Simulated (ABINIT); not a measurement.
# Cu in ABINIT: work function with PBE

Aim: the work function of Cu with PBE.

Everything below comes from runs of ABINIT 10.8.3 (patched build). Logs are shortened: lines on timing, memory, paths and dates and some standing lists are left out, and cuts for length are marked. The log counts tension as positive stress, the text compression.

**1. The structure**

The cell holds a slab with vacuum, 5 atoms: a = 2.531 Å, b = 2.531 Å, c = 23.262 Å, α = 90.00°, β = 90.00°, γ = 120.00°.

**2. Work function, PBE**

run.abi reads:

```
# Pseudopotentials
pp_dirpath "./"
pseudos "Cu.GGA_PBE-JTH.xml"

# Structure
acell 2.5307640267 2.5307640267 23.26181508 Angstrom
rprim
     1.0000000000     0.0000000000     0.0000000000
    -0.5000000000     0.8660254038     0.0000000000
     0.0000000000     0.0000000000     1.0000000000
ntypat 1
znucl 29
natom 5
typat 1 1 1 1 1
xred
     0.0000000000     0.0000000000     0.3224168008
     0.3333333300     0.6666666600     0.4112084004
     0.0000000000     0.0000000000     0.5000000000
     0.6666666700     0.3333333400     0.5887915996
     0.0000000000     0.0000000000     0.6775831992
chkprim 0
chksymtnons 0
tolsym 1.0e-6

# Plane-wave basis
ecut 26.0
pawecutdg 48.0

# k points
kptopt 1
ngkpt 12 12 1
nshiftk 1
shiftk 0.0 0.0 0.0

# Exchange and correlation
ixc 11

# Bands and occupations
nband 57
occopt 3
tsmear 0.05 eV

# SCF cycle
nstep 120
tolvrs 1.0e-9

# Output
iomode 3
prtwf 0
prteig 0
prtebands 0
enunit 2
prtden 1
prtvha 1
prtvclmb 1
prtpot 1
```

Potentials or basis: JTH PAW PBE v2.0.

Started as:

```bash
$ mpirun --bind-to none -np 4 abinit run.abi > log 2>&1
```

run.abo:

```text
.Version 10.8.3 of ABINIT
 Symmetries : space group P-3 m 1 (#164); Bravais hP (primitive hexag.)
================================================================================
 Values of the parameters that define the memory need of the present run
     intxc =       0    ionmov =       0      iscf =      17    lmnmax =      18
     lnmax =       6     mgfft =     216  mpssoang =       3    mqgrid =   13710
     natom =       5  nloc_mem =       2    nspden =       1   nspinor =       1
    nsppol =       1      nsym =      12    n1xccc =       1    ntypat =       1
    occopt =       3   xclevel =       2
       mpw =        5611          nfft =      124416          nkpt =          19
Pmy_natom=         2
 PAW method is used; the additional fine FFT grid is defined by:
   mgfftf=       288    nfftf =    259200
================================================================================
================================================================================

--------------------------------------------------------------------------------
------------- Echo of variables that govern the present computation ------------
--------------------------------------------------------------------------------
 -outvars: echo values of preprocessed input variables --------
            acell      4.7824508998E+00  4.7824508998E+00  4.3958459693E+01 Bohr
              amu      6.35460000E+01
          chkprim           0
      chksymtnons           0
             ecut      2.60000000E+01 Hartree
           enunit           2
              ixc          11
         kptrlatt       12    0    0      0   12    0      0    0    1
          kptrlen      5.73894108E+01
            natom           5
            nband          57
            ngfft          24      24     216
          ngfftdg          30      30     288
             nkpt          19
            nstep         120
             nsym          12
           ntypat           1
           occopt           3
        pawecutdg      4.80000000E+01 Hartree
         pawxcdev           0
        prtebands           0
           prteig           0
           prtpot           1
         prtvclmb           1
           prtvha           1
            prtwf           0
            rprim      1.0000000000E+00  0.0000000000E+00  0.0000000000E+00
                      -5.0000000000E-01  8.6602540380E-01  0.0000000000E+00
                       0.0000000000E+00  0.0000000000E+00  1.0000000000E+00
          spgroup         164
           tolsym      1.00000000E-06
           tolvrs      1.00000000E-09
           tsmear      1.83746611E-03 Hartree
            typat      1  1  1  1  1
           useylm           1
           xangst      0.0000000000E+00  0.0000000000E+00  7.4999999989E+00
                       1.4900636621E-16  1.4611372921E+00  9.5654537694E+00
                       0.0000000000E+00  0.0000000000E+00  1.1630907540E+01
                       1.2653820133E+00  7.3056864605E-01  1.3696361311E+01
                       0.0000000000E+00  0.0000000000E+00  1.5761815081E+01
            xcart      0.0000000000E+00  0.0000000000E+00  1.4172945942E+01
                       2.8158122316E-16  2.7611493144E+00  1.8076087894E+01
                       0.0000000000E+00  0.0000000000E+00  2.1979229846E+01
                       2.3912254499E+00  1.3805746572E+00  2.5882371798E+01
                       0.0000000000E+00  0.0000000000E+00  2.9785513750E+01
             xred      0.0000000000E+00  0.0000000000E+00  3.2241680080E-01
                       3.3333333333E-01  6.6666666667E-01  4.1120840040E-01
                       0.0000000000E+00  0.0000000000E+00  5.0000000000E-01
                       6.6666666667E-01  3.3333333333E-01  5.8879159960E-01
                       0.0000000000E+00  0.0000000000E+00  6.7758319920E-01
            znucl       29.00000

================================================================================

 chkinp: Checking input parameters for consistency.

================================================================================
== DATASET  1 ==================================================================

--- !DatasetInfo
iteration_state: {dtset: 1, }
dimensions: {natom: 5, nkpt: 19, mband: 57, nsppol: 1, nspinor: 1, nspden: 1, mpw: 5611, }
cutoff_energies: {ecut:  26.0, pawecutdg:  48.0, }
electrons: {nelect:   9.50000000E+01, charge:   0.00000000E+00, occopt:   3.00000000E+00, tsmear:   1.83746611E-03, }
[... 152 lines left out ...]
    1      0.00000000000000     0.00000000000000     7.49999999889480
    2      0.00000000000000     1.46113729209692     9.56545376944740
    3      0.00000000000000     0.00000000000000    11.63090754000000
    4      1.26538201335000     0.73056864604846    13.69636131055260
    5      0.00000000000000     0.00000000000000    15.76181508110520

 cartesian forces (hartree/bohr) at end:
    1      0.00000000000000     0.00000000000000    -0.00336317422129
    2     -0.00000000000000    -0.00000000000000     0.00029937191166
    3      0.00000000000000     0.00000000000000    -0.00000000000000
    4      0.00000000000000    -0.00000000000000    -0.00029937191166
    5     -0.00000000000000     0.00000000000000     0.00336317422129
 frms,max,avg= 1.2329133E-03 3.3631742E-03   0.000E+00  0.000E+00  0.000E+00 h/b

 cartesian forces (eV/Angstrom) at end:
    1      0.00000000000000     0.00000000000000    -0.17294137185891
    2     -0.00000000000000    -0.00000000000000     0.01539432265246
    3      0.00000000000000     0.00000000000000    -0.00000000000000
    4      0.00000000000000    -0.00000000000000    -0.01539432265246
    5     -0.00000000000000     0.00000000000000     0.17294137185891
 frms,max,avg= 6.3398952E-02 1.7294137E-01   0.000E+00  0.000E+00  0.000E+00 e/A
 length scales=  4.782450899763  4.782450899763 43.958459692712 bohr
              =  2.530764026700  2.530764026700 23.261815080000 angstroms
 Fermi (or HOMO) energy (hartree) =   0.02535   Average Vxc (hartree)=  -0.22788
 Eigenvalues (hartree) for nkpt=  19  k points:
 kpt#   1, nband= 57, wtk=  0.00694, kpt=  0.0000  0.0000  0.0000 (reduced coord)
  -4.11310   -4.11306   -4.11180   -4.10410   -4.10410   -2.54783   -2.54630   -2.54482
  -2.54482   -2.54480   -2.54480   -2.54471   -2.54274   -2.54274   -2.53671   -2.53671
  -2.53671   -2.53671   -2.53562   -2.53562   -0.31445   -0.28224   -0.23233   -0.18544
  -0.16647   -0.09032   -0.08969   -0.08549   -0.08549   -0.08376   -0.08209   -0.08209
  -0.08206   -0.08206   -0.07419   -0.07419   -0.07265   -0.07265   -0.07051   -0.05626
  -0.05626   -0.05176   -0.05176   -0.04031   -0.04031   -0.03534   -0.03534   -0.03300
  -0.03300   -0.01285    0.01159    0.17877    0.19484    0.21563    0.26729    0.27950
   0.36856
      occupation numbers for kpt#   1
   2.00000    2.00000    2.00000    2.00000    2.00000    2.00000    2.00000    2.00000
   2.00000    2.00000    2.00000    2.00000    2.00000    2.00000    2.00000    2.00000
   2.00000    2.00000    2.00000    2.00000    2.00000    2.00000    2.00000    2.00000
   2.00000    2.00000    2.00000    2.00000    2.00000    2.00000    2.00000    2.00000
   2.00000    2.00000    2.00000    2.00000    2.00000    2.00000    2.00000    2.00000
   2.00000    2.00000    2.00000    2.00000    2.00000    2.00000    2.00000    2.00000
   2.00000    2.00000    1.99889    0.00000    0.00000    0.00000    0.00000    0.00000
   0.00000
 prteigrs : prtvol=0 or 1, do not print more k-points.

 Fermi (or HOMO) energy (eV) =   0.68990   Average Vxc (eV)=  -6.20088
 Eigenvalues (   eV  ) for nkpt=  19  k points:
 kpt#   1, nband= 57, wtk=  0.00694, kpt=  0.0000  0.0000  0.0000 (reduced coord)
-111.92307 -111.92210 -111.88772 -111.67829 -111.67828  -69.32987  -69.28845  -69.24819
 -69.24819  -69.24745  -69.24745  -69.24501  -69.19157  -69.19157  -69.02731  -69.02731
 -69.02731  -69.02731  -68.99768  -68.99761   -8.55663   -7.68016   -6.32199   -5.04599
  -4.52989   -2.45770   -2.44048   -2.32636   -2.32636   -2.27932   -2.23388   -2.23388
  -2.23300   -2.23300   -2.01876   -2.01876   -1.97692   -1.97692   -1.91854   -1.53081
  -1.53081   -1.40838   -1.40838   -1.09680   -1.09680   -0.96170   -0.96170   -0.89788
  -0.89788   -0.34958    0.31530    4.86471    5.30192    5.86772    7.27343    7.60557
  10.02914
 prteigrs : prtvol=0 or 1, do not print more k-points.

--- !EnergyTerms
iteration_state     : {dtset: 1, }
comment             : Components of total free energy in Hartree
kinetic             :  5.48535001341940E+01
hartree             :  3.50058993636864E+03
xc                  : -1.36736362565950E+01
Ewald energy        :  2.73471748151995E+03
psp_core            :  2.03000692640099E+01
local_psp           : -7.12529616030582E+03
PAW spherical_terms : -1.61272908177955E+02
internal            : -9.89781717453584E+02
'-kT*entropy'       : -6.60488466126909E-04
total_energy        : -9.89782377942050E+02
total_energy_eV     : -2.69333505856467E+04
...

--- !EnergyTermsDC
iteration_state     : {dtset: 1, }
comment             : '"Double-counting" decomposition of free energy'
band_energy         : -1.21840335423247E+02
Ewald energy        :  2.73471748151995E+03
psp_core            :  2.03000692640099E+01
xc_dc               : -3.49662005509516E+03
PAW spherical_terms : -1.26338879090201E+02
internal            : -9.89781718824649E+02
'-kT*entropy'       : -6.60488466126909E-04
total_energy_dc     : -9.89782379313116E+02
total_energy_dc_eV  : -2.69333506229553E+04
...

--- !EnergyTermsWithPAWCore
iteration_state     : {dtset: 1, }
comment             : 'Components of total free energy, including PAW core contributions'
Total energy        : -8.27489833864005E+03
Total energy DC     : -8.27489834001112E+03
Total energy (eV)   : -2.25171454838961E+05
Total energy DC (eV): -2.25171454876269E+05
...

 Cartesian components of stress tensor (hartree/bohr^3)
  sigma(1 1)= -4.34568017E-05  sigma(3 2)=  0.00000000E+00
  sigma(2 2)= -4.34568026E-05  sigma(3 1)=  0.00000000E+00
  sigma(3 3)= -5.62258883E-05  sigma(2 1)=  0.00000000E+00

-Cartesian components of stress tensor (GPa)         [Pressure=  1.4038E+00 GPa]
- sigma(1 1)= -1.27854325E+00  sigma(3 2)=  0.00000000E+00
- sigma(2 2)= -1.27854327E+00  sigma(3 1)=  0.00000000E+00
- sigma(3 3)= -1.65422274E+00  sigma(2 1)=  0.00000000E+00

== END DATASET(S) ==============================================================
================================================================================

 -outvars: echo values of variables after computation  --------
            acell      4.7824508998E+00  4.7824508998E+00  4.3958459693E+01 Bohr
           etotal     -9.8978237931E+02
            fcart      9.0084194221E-29  1.5603040135E-28 -3.3631742213E-03
                      -1.9142891272E-28 -2.6655193563E-28  2.9937191166E-04
                       3.3781572833E-29  1.2352406773E-28 -0.0000000000E+00
                       1.4638681561E-28 -7.1513933950E-29 -2.9937191166E-04
                      -7.8823669943E-29  5.8511400505E-29  3.3631742213E-03
            rprim      1.0000000000E+00  0.0000000000E+00  0.0000000000E+00
                      -5.0000000000E-01  8.6602540380E-01  0.0000000000E+00
                       0.0000000000E+00  0.0000000000E+00  1.0000000000E+00
           strten     -4.3456801726E-05 -4.3456802562E-05 -5.6225888274E-05
                       0.0000000000E+00  0.0000000000E+00  0.0000000000E+00
           xangst      0.0000000000E+00  0.0000000000E+00  7.4999999989E+00
                       1.4900636621E-16  1.4611372921E+00  9.5654537694E+00
                       0.0000000000E+00  0.0000000000E+00  1.1630907540E+01
                       1.2653820133E+00  7.3056864605E-01  1.3696361311E+01
                       0.0000000000E+00  0.0000000000E+00  1.5761815081E+01
             xred      0.0000000000E+00  0.0000000000E+00  3.2241680080E-01
                       3.3333333333E-01  6.6666666667E-01  4.1120840040E-01
                       0.0000000000E+00  0.0000000000E+00  5.0000000000E-01
                       6.6666666667E-01  3.3333333333E-01  5.8879159960E-01
                       0.0000000000E+00  0.0000000000E+00  6.7758319920E-01
 Calculation completed.
```

Run time: 3.8 min. Hardware: 4 MPI ranks of Arm Neoverse V1, shared host; peak memory 0.76 GiB.

Results:

| Property | Result |
| --- | --- |
| Free energy | -26933.3506 eV |
| Largest force | 0.173 eV/Å |
| Band gap on the k mesh | none (metal or under the smearing width) |
| Valence electrons inside the program's atomic spheres | Cu 17.36, 17.38, 17.39 (radii [1.0588] Å) |
| Work function | 4.76 eV |

Forces on the atoms (eV/Å):
```
Cu   0.000  0.000 -0.173
Cu   0.000  0.000  0.015
Cu   0.000  0.000  0.000
Cu   0.000  0.000 -0.015
Cu   0.000  0.000  0.173
```

Levels at points of the mesh, in eV from the Fermi level:
```tsv
k point	band 44	band 45	band 46	band 47	band 48	band 49	band 50	band 51	band 52	band 53
(0.00, 0.00, 0.00)	-1.79	-1.79	-1.65	-1.65	-1.59	-1.59	-1.04	-0.37	4.17	4.61
(0.50, 0.00, 0.00)	-1.31	-1.31	-0.18	0.46	0.74	1.48	1.63	4.85	5.35	5.45
```
